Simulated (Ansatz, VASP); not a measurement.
# TiCo: VASP beside Ansatz

The input INCAR:

```
PREC = Accurate
ENCUT = 520
EDIFF = 1E-7
ISMEAR = 0
SIGMA = 0.05
LREAL = F
LASPH = T
NELM = 150
ALGO = Normal
ISIF = 2
LWAVE = F
LCHARG = T
ISPIN = 2
MAGMOM = -0.02 0.98
LORBIT = 11
LMAXMIX = 4
GGA = PE
LELF = T
LVHAR = T
NBANDS = 22
```

File KPOINTS:

```
regular mesh
0
Gamma
  12 12 12
```

Contents of POSCAR:

```
TiCo
1.0
    2.9251528449      0.0000000000      0.0000000000
    0.0000000000      2.9251528449      0.0000000000
    0.0000000000      0.0000000000      2.9251528449
Ti Co
1 1
Direct
    0.0000000000      0.0000000000      0.0000000000
    0.5000000000      0.5000000000      0.5000000000
```

Input for Ansatz:

```yaml
crystal:
  lattice:
    - [2.9251528449, 0.0, 0.0]
    - [0.0, 2.9251528449, 0.0]
    - [0.0, 0.0, 2.9251528449]
  atoms:
    - { symbol: Ti, position: [0.0, 0.0, 0.0], spin: -0.02 }
    - { symbol: Co, position: [0.5, 0.5, 0.5], spin: 0.98 }
magnetization:
  spin_polarized: true
basis:
  ecutwfc: 420
  fft_grid_basis: typed
kpoints:
  mp_grid: { grid: [12, 12, 12] }
hamiltonian:
  xc: pbe
  pseudopotentials: { kind: paw }
scf:
  occupations: { method: gaussian, width: 0.05 }
output:
  forces: true
  stress: true
  eigenvalues: true
  bader: true
  write_density: true
  volumetric_format: npy
  populations: true
  elf: true
```

The cell comes from a database or a generator and needn't be the stable form of this composition.

Alike in both runs: task single point; functional PBE; k mesh 12 × 12 × 12; occupations gaussian, width 0.05 eV; collinear spin.

|  | VASP | Ansatz |
| --- | --- | --- |
| version | VASP 6.6.1 | Ansatz 0.2.0 |
| potentials or method | VASP PAW PBE potentials, release 64 (Ti_sv, Co) | scalar-relativistic, plane waves, PAW |
| plane-wave cutoff (eV) | 520 | 420 |
| valence electrons in the cell | 21 | 29 |

|  | VASP | Ansatz | Ansatz less VASP |
| --- | --- | --- | --- |
| gap on the k mesh at the Fermi level (eV) | none | none | - |
| pressure (GPa) | 10.4 | 11.1 | +0.73 |
| net moment per atom (μB) | 0.37 | 0.38 | +0.012 |
| size of the moment on the site where the two differ most (μB) | 0.77 | 0.81 | +0.042 |

Site moments also hang on the region over which each program counts them. A gap of «none» marks a metal or a gap that the smearing closes. The two sets of potentials don't hold the same shells in valence.
